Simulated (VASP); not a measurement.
# EuO (Fm-3m) in VASP: a series of runs, part 2 of 2

VASP 6.6.1. Earlier steps stand in the parts before.

### 4 Single point, PBE+U, collinear spin, antiferromagnetic start

This run uses another cell than the first one: it holds 4 atoms, not 2.

INCAR

```
PREC = Accurate ; ENCUT = 600
EDIFF = 1E-6 ; ISMEAR = 0
SIGMA = 0.05 ; LREAL = F
LASPH = T ; NELM = 200
ALGO = Normal ; ISIF = 2
LWAVE = F ; LCHARG = F
ISPIN = 2 ; MAGMOM = 7 -7 0 0
LORBIT = 11 ; LMAXMIX = 6
LDAU = T ; LDAUTYPE = 2
LDAUL = 3 -1 ; LDAUU = 6 0
LDAUJ = 0 0 ; LDAUPRINT = 1
GGA = PE ; NBANDS = 35
GGA_COMPAT = F
```

KPOINTS

```
Automatic mesh
0
Gamma
  5 5 5
```

POSCAR

```
EuO
1.0
   -2.5882963236     -2.5882963236      5.1765926472
   -5.1765926472     -2.5882963236      2.5882963236
   -2.5882963236     -5.1765926472      2.5882963236
Eu O
2 2
Direct
    0.0000000000      0.0000000000      0.0000000000
    0.5000000000      0.5000000000      0.5000000000
    1.2500000000     -0.7500000000     -0.7500000000
    1.7500000000     -0.2500000000     -0.2500000000
```

Potentials or basis: VASP PAW PBE potentials, release 64 (Eu, O).

Started as:

```bash
$ cat potpaw_PBE.64/Eu/POTCAR potpaw_PBE.64/O/POTCAR > POTCAR
$ mpirun -np 1 vasp_std > vasp.out
```

OUTCAR:

```text
PREC = Accurate
   ENCUT = 600
   EDIFF = 1E-6
   ISMEAR = 0
   LREAL = F
   LASPH = T
   NELM = 200
   ISIF = 2
   ISPIN = 2
   LORBIT = 11
   GGA = PE

 ion  position               nearest neighbor table
   1  0.000  0.000  0.000-   4 2.59   4 2.59   4 2.59   3 2.59   3 2.59   3 2.59
   2  0.500  0.500  0.500-   3 2.59   3 2.59   3 2.59   4 2.59   4 2.59   4 2.59
   3  0.250  0.250  0.250-   1 2.59   1 2.59   1 2.59   2 2.59   2 2.59   2 2.59
   4  0.750  0.750  0.750-   2 2.59   2 2.59   2 2.59   1 2.59   1 2.59   1 2.59
[... 1783 lines left out ...]
    -2.588296324 -2.588296324  5.176592647     0.096588632  0.096588632  0.289765895
    -5.176592647 -2.588296324  2.588296324    -0.289765895  0.096588632 -0.096588632
    -2.588296324 -5.176592647  2.588296324     0.096588632 -0.289765895 -0.096588632

 POSITION                                       TOTAL-FORCE (eV/Angst)
 -----------------------------------------------------------------------------------
      0.00000      0.00000      0.00000         0.000000      0.000000     -0.000000
     -5.17659     -5.17659      5.17659         0.000000     -0.000000     -0.000000
     -2.58830     -2.58830      2.58830        -0.000000     -0.000000      0.000000
     -7.76489     -7.76489      7.76489        -0.000000      0.000000     -0.000000
 -----------------------------------------------------------------------------------
    total drift:                               -0.000000     -0.000000      0.000000

  FREE ENERGIE OF THE ION-ELECTRON SYSTEM (eV)
  ---------------------------------------------------
  free  energy   TOTEN  =       -42.2297826244 eV

  energy  without entropy=      -42.2297826244  energy(sigma->0) =      -42.22978262

 total charge

# of ion       s       p       d       f       tot
--------------------------------------------------
    1        2.032   5.802   0.284   6.833  14.951
    2        2.032   5.802   0.284   6.833  14.951
    3        1.551   3.403   0.000   0.000   4.953
    4        1.551   3.403   0.000   0.000   4.953
--------------------------------------------------
tot          7.166  18.410   0.568  13.665  39.809

 magnetization (x)

# of ion       s       p       d       f       tot
--------------------------------------------------
    1       -0.015  -0.115   0.042   6.801   6.712
    2        0.015   0.115  -0.042  -6.801  -6.712
    3        0.000   0.000   0.000   0.000   0.000
    4        0.000   0.000   0.000   0.000   0.000
--------------------------------------------------
tot          0.000   0.000   0.000  -0.000  -0.000
```

OSZICAR:

```text
N       E                     dE             d eps       ncg     rms          rms(c)
DAV:   1     0.434094528681E+03    0.43409E+03   -0.17732E+04  3724   0.655E+03
DAV:   2     0.906587037642E+02   -0.34344E+03   -0.28167E+03  3578   0.564E+02
DAV:   3    -0.185975055975E+02   -0.10926E+03   -0.10399E+03  4206   0.272E+02
[... 11 lines left out ...]
DAV:  15    -0.422297379223E+02   -0.11320E-03   -0.39125E-04  4816   0.175E-01    0.114E-01
DAV:  16    -0.422297694097E+02   -0.31487E-04   -0.19293E-04  4816   0.886E-02    0.932E-02
DAV:  17    -0.422297774521E+02   -0.80425E-05   -0.66702E-05  5024   0.670E-02    0.887E-02
DAV:  18    -0.422297802543E+02   -0.28021E-05   -0.22111E-05  4429   0.283E-02    0.792E-02
DAV:  19    -0.422297821723E+02   -0.19180E-05   -0.80600E-06  4192   0.270E-02    0.319E-02
DAV:  20    -0.422297826244E+02   -0.45213E-06   -0.23468E-06  3213   0.208E-02
   1 F= -.42229783E+02 E0= -.42229783E+02  d E =-.133088E-13  mag=     0.0000
```

stdout:

```text
POSCAR found type information on POSCAR EuO
 POSCAR found :  2 types and       4 ions
 scaLAPACK will be used
 LDA part: xc-table for (Slater+PW92), standard interpolation
 POSCAR, INCAR and KPOINTS ok, starting setup
 FFT: planning ... GRIDC
 FFT: planning ... GRID_SOFT
 FFT: planning ... GRID
 WAVECAR not read
 entering main loop
```

It took 8.1 min on 1 thread of AMD EPYC 9R45 (Zen 5), shared host; peak memory 0.53 GiB.

The run converged, but its numbers aren't listed here, since they failed a check.

Caveat: the result breaks the symmetry of the cell; spin-orbit coupling is left out, which moves the levels of the heavy elements; an odd mesh through Γ misses points on the zone boundary, where band edges can lie.

### 5 Single point, PBE+U, collinear spin, ferromagnetic start

This run uses another cell than the first one: it holds 4 atoms, not 2.

INCAR

```
SYSTEM = EuO
PREC = Accurate
ENCUT = 600
EDIFF = 1E-6
ISMEAR = 0
SIGMA = 0.05
LREAL = .FALSE.
LASPH = .TRUE.
NELM = 200
ALGO = Normal
ISIF = 2
LWAVE = .FALSE.
LCHARG = .FALSE.
ISPIN = 2
MAGMOM = 7 7 0 0
LORBIT = 11
LMAXMIX = 6
LDAU = .TRUE.
LDAUTYPE = 2
LDAUL = 3 -1
LDAUU = 6 0
LDAUJ = 0 0
LDAUPRINT = 1
GGA = PE
NBANDS = 35
GGA_COMPAT = .FALSE.
```

KPOINTS

```
regular mesh
0
G
  6 6 4
  0 0 0
```

POSCAR

```
EuO
1.0
    0.0000000000      2.5882963236     -2.5882963236
    0.0000000000      2.5882963236      2.5882963236
    5.1765926472      0.0000000000      0.0000000000
Eu O
2 2
Direct
    0.0000000000      0.0000000000      0.0000000000
    0.5000000000      0.5000000000      0.5000000000
    0.0000000000      1.0000000000      0.5000000000
    0.5000000000      1.5000000000      1.0000000000
```

Started as:

```bash
$ cat potpaw_PBE.64/Eu/POTCAR potpaw_PBE.64/O/POTCAR > POTCAR
$ mpirun -np 1 vasp_std > vasp.out
```

Wall time 3.3 min (1 thread of AMD EPYC 9R45 (Zen 5), shared host); peak memory 0.28 GiB.

The run converged. Its results:

```
Free energy                                           : -42.2685 eV
Pressure                                              : -0.4 GPa
Band gap on the k mesh                                : 0.06 eV
Net moment                                            : 14.00 μB per cell
Site moments                                          : Eu +6.73; O -0.09 μB
Valence electrons inside the program's atomic spheres : Eu 14.94; O 4.95
```

Levels at points of the mesh, in eV from the valence-band top:
Spin up:
| k point | band 26 | band 27 | band 28 | band 29 | band 30 | band 31 | band 32 | band 33 | band 34 | band 35 |
| --- | --- | --- | --- | --- | --- | --- | --- | --- | --- | --- |
| (0.00, 0.00, 0.00) | -0.17 | -0.17 | 0.00 | 0.00 | 0.00 | 0.06 | 0.84 | 2.96 | 2.96 | 2.96 |
| (0.50, 0.00, 0.00) | -0.51 | -0.50 | -0.50 | -0.41 | -0.41 | 3.26 | 3.26 | 3.93 | 3.93 | 5.12 |
| (0.50, 0.50, 0.00) | -0.48 | -0.17 | -0.17 | -0.17 | -0.17 | 0.06 | 0.06 | 4.60 | 4.60 | 7.02 |
| (0.00, 0.00, 0.50) | -0.49 | -0.15 | -0.15 | -0.15 | -0.15 | 1.32 | 1.32 | 2.90 | 2.90 | 5.34 |
| (0.50, 0.00, 0.50) | -0.52 | -0.48 | -0.48 | -0.48 | -0.48 | 3.50 | 3.50 | 5.64 | 5.65 | 5.71 |
| (0.50, 0.50, 0.50) | -0.51 | -0.49 | -0.49 | -0.47 | -0.47 | 3.07 | 3.07 | 3.07 | 3.07 | 5.47 |
Spin down:
```tsv
k point	band 12	band 13	band 14	band 15	band 16	band 17	band 18	band 19	band 20	band 21
(0.00, 0.00, 0.00)	-2.55	-2.55	-2.55	-2.53	-2.53	0.91	1.62	3.92	3.92	3.92
(0.50, 0.00, 0.00)	-4.14	-3.55	-3.55	-2.81	-2.81	3.80	3.80	4.64	4.64	5.95
(0.50, 0.50, 0.00)	-2.66	-2.53	-2.53	-2.53	-2.53	0.91	0.91	5.48	5.48	7.78
(0.00, 0.00, 0.50)	-3.79	-2.63	-2.63	-2.63	-2.63	2.02	2.02	3.67	3.67	6.23
(0.50, 0.00, 0.50)	-4.61	-3.66	-3.66	-3.66	-3.66	4.13	4.13	6.32	6.32	6.67
(0.50, 0.50, 0.50)	-3.65	-2.74	-2.74	-2.74	-2.74	3.66	3.66	3.66	3.66	6.43
```

Eigenvalues of the final occupation matrices:
| site | spin | trace | eigenvalues |
| --- | --- | --- | --- |
| site 1 f | 1 | 6.81 | 0.96 0.97 0.97 0.97 0.98 0.98 0.98 |
| site 1 f | 2 | 0.02 | 0.00 0.00 0.00 0.00 0.00 0.00 0.00 |
| site 2 f | 1 | 6.81 | 0.96 0.97 0.97 0.97 0.98 0.98 0.98 |
| site 2 f | 2 | 0.02 | 0.00 0.00 0.00 0.00 0.00 0.00 0.00 |

Caveat: semilocal functionals underestimate gaps, and a narrow one can read as zero; spin-orbit coupling is left out, which moves the levels of the heavy elements. The state reached can hang on the start; a lower one may exist.

### 6 Overview

```tsv
spin	cell	k mesh	gap on the mesh (eV)	pressure (GPa)	moment (μB)
collinear	a = 3.709 Å, angles 60.0°, 2 atoms, atomic positions A	10 × 10 × 10	0.26	-3.4	7.00
collinear, ferromagnetic start	a = 6.340 Å, angles 33.6°, 4 atoms, atomic positions B	5 × 5 × 5	0.33	-0.3	14.00
collinear, ferromagnetic start	a = 3.660, b = 3.660, c = 5.177 Å, 4 atoms, atomic positions B	6 × 6 × 4	0.06	-0.4	14.00
```

Alike in all rows: task single point; level PBE+U; potentials or basis VASP PAW PBE potentials, release 64 (Eu, O); Eu f U = 6.0 eV; cutoff (eV) 600; smearing gaussian 0.05 eV.

Caveats: semilocal functionals underestimate gaps, and a narrow one can read as zero; spin-orbit coupling is left out, which moves the levels of the heavy elements; the cell stands under tension (at least some runs); a cell with one magnetic atom can't hold antiferromagnetic order, which such compounds often take (at least some runs); an odd mesh through Γ misses points on the zone boundary, where band edges can lie (at least some runs).

Absolute energies hang on the potentials; compare differences alone.

### 7 How close it comes

Step 5. Measured gap of EuO: 1.115 eV (optical; 300 K; a printed reference work, monograph). This calculation gives 0.06 eV (-1.05 eV). So large a miss can be the level of theory's own, or it may mean another phase, state or a wrong row. Spin-orbit coupling on Eu is left out. The value is that of PBE+U on a finite k mesh, which can miss the band edges, without temperature or zero-point motion. The run's magnetic order (collinear spin, ferromagnetic start) needn't be the measured crystal's.
